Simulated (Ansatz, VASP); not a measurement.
# AlN in VASP and in Ansatz

```
CELL_PARAMETERS angstrom
3.01140 0.00000 0.00000
-1.50570 2.60795 0.00000
0.00000 0.00000 4.81999
ATOMIC_POSITIONS crystal
Al 0.31478 0.66667 0.00152
Al 0.68522 0.33333 0.50152
N 0.34989 0.66667 0.38348
N 0.65011 0.33333 0.88348
```

Change from the starting cell: mode 4 frozen in at -0.057 Å, equal normal strain along x, y and z -0.0250.

Alike in both runs: task single point; functional LDA; k mesh 9 × 9 × 6; occupations gaussian, width 0.05 eV; no spin polarisation.

|  | VASP | Ansatz |
| --- | --- | --- |
| version | VASP 6.6.1 | Ansatz 0.2.0 |
| potentials or method | VASP PAW LDA potentials, release 64 (Al, N) | scalar-relativistic, plane waves, PAW |
| plane-wave cutoff (eV) | 520 | 520 |
| valence electrons in the cell | 16 | 16 |

|  | VASP | Ansatz | Ansatz less VASP |
| --- | --- | --- | --- |
| gap on the k mesh at the Fermi level (eV) | 4.89 | 4.91 | +0.020 |
| least direct gap on the mesh (eV) | 5.08 | 5.07 | -0.010 |
| pressure (GPa) | 19.4 | 18.4 | -0.94 |
| largest component of the traceless stress (GPa) | 0.89 | 0.84 | -0.054 |
| rms of the force components (eV/Å) | 0.144 | 0.144 | +0.0001 |

Atom by atom the forces differ by 0.002 eV/Å (rms over components). Ansatz warned: «pseudo_functional_mismatch».

Caveats: so large a pressure means that the cell lies far from this level's equilibrium, or that cutoff or potentials fall short (VASP); an odd mesh through Γ misses points on the zone boundary, where band edges often lie.
